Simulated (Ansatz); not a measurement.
# NaH: moving Na off its site

NaH, Fm-3m, a = 4.880 Å (as given, not relaxed at this level: -0.7 GPa). Ansatz: PBE, PAW, 420 eV, Γ-centred 8×8×8 mesh on 2 atoms, Gaussian smearing 0.05 eV; no spin polarisation.

```yaml
crystal:
  lattice:
    - [0.00000, 2.44000, 2.44000]
    - [2.44000, 0.00000, 2.44000]
    - [2.44000, 2.44000, 0.00000]
  atoms:
    - { symbol: Na, position: [0.00000, 0.00000, 0.00000] }
    - { symbol: H, position: [0.50000, 0.50000, 0.50000] }
```

Atom 1 (Na) moves by x along the unit vector (0.000, 0.000, -1.000), with its periodic images; all else is held. y is the free energy of the cell over the start, F the force along the path summed over the moved atoms. Symmetry makes y even in x.

| x (Å) | y (meV) | F (eV/Å) |
| --- | --- | --- |
| -0.3000 | ? | ? |
| -0.1500 | 9.01 | 0.13 |
| 0.0000 | 0.00 | 0.00 |
| 0.0375 | 0.54 | -0.03 |
| 0.0750 | 2.18 | -0.06 |
| 0.1125 | 4.97 | -0.09 |
| 0.1875 | 14.44 | -0.16 |
| 0.2250 | 21.43 | -0.21 |
| 0.2625 | 30.21 | -0.26 |

Question: Fit y = c2 x² + c4 x⁴ to the energies of the other rows, give the force constant, and predict energy and force of the missing row.

Answer: Least squares on the rows shown. y = 381.99 x² + 818.34 x⁴. The force constant is 2 c2 = 0.764 eV/Å² (for all images moving together, not for a lone atom). With two atoms in a cubic cell this is the optical mode at Γ without the LO field: ω = 521.5 √(2 c2/μ) = 464 cm⁻¹ for μ = 0.97 u. The force −dy/dx at the missing row is 0.32 eV/Å (computed 0.32). At x = -0.3000 the fit asked for gives 41.01 meV. The run gave 41.04 meV, so the fit is 0.03 meV too low, a small miss on the scale of the series.